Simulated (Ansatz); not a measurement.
# NaH: the cost of one run

Program: Ansatz 0.2.0. Level of theory: DFT LDA, scalar-relativistic, plane waves, PAW. These are calculated values, not measurements.

## (1) The structure to begin with

The structure is cubic, space group Fm-3m (No. 225). The conventional cell has a = 4.880 Å, b = 4.880 Å, c = 4.880 Å, α = 90.00°, β = 90.00°, γ = 90.00°. Na (site symmetry m-3m) has 6 H at 2.44 Å as nearest neighbours. H (site symmetry m-3m) is surrounded by 6 Na at 2.44 Å.

As a file:

```xyz
2
Lattice="0.0000 2.4400 2.4400 2.4400 0.0000 2.4400 2.4400 2.4400 0.0000" Properties=species:S:1:pos:R:3 pbc="T T T"
Na    0.0000    0.0000    0.0000
H     2.4400    2.4400    2.4400
```

The cell is taken as given, not relaxed at this level.

## (2) Zero of energy

The reference gives a free energy of -1482.6576 eV, pressure -2.61 GPa, largest force 0.000 eV/Å and gap on the mesh 3.36 eV. It was computed beforehand with the settings of the runs below.

## (3) The scan: shifting one sublattice

Every Na atom is moved by x along the Cartesian unit vector (0.000, 1.000, 0.000); the cell and all other atoms stay fixed. Forces below are components along that vector, summed over the moved atoms.

## (4) At x = -0.300 Å

The input, input.yaml:

```yaml
crystal:
  lattice:
    - [0.0, 2.44, 2.44]
    - [2.44, 0.0, 2.44]
    - [2.44, 2.44, 0.0]
  atoms:
    - { symbol: Na, position: [-0.0614754098, 0.0614754098, -0.0614754098] }
    - { symbol: H, position: [0.5, 0.5, 0.5] }
basis:
  ecutwfc: 420
kpoints:
  mp_grid: { grid: [8, 8, 8] }
hamiltonian:
  xc: lda
scf:
  occupations: { method: gaussian, width: 0.05 }
output:
  forces: true
  stress: true
  eigenvalues: true
```

Q: Estimate wall time and peak memory on 1 thread of an Arm CPU, shared host.

About 1.3 s, with a peak of 0.26 GiB.
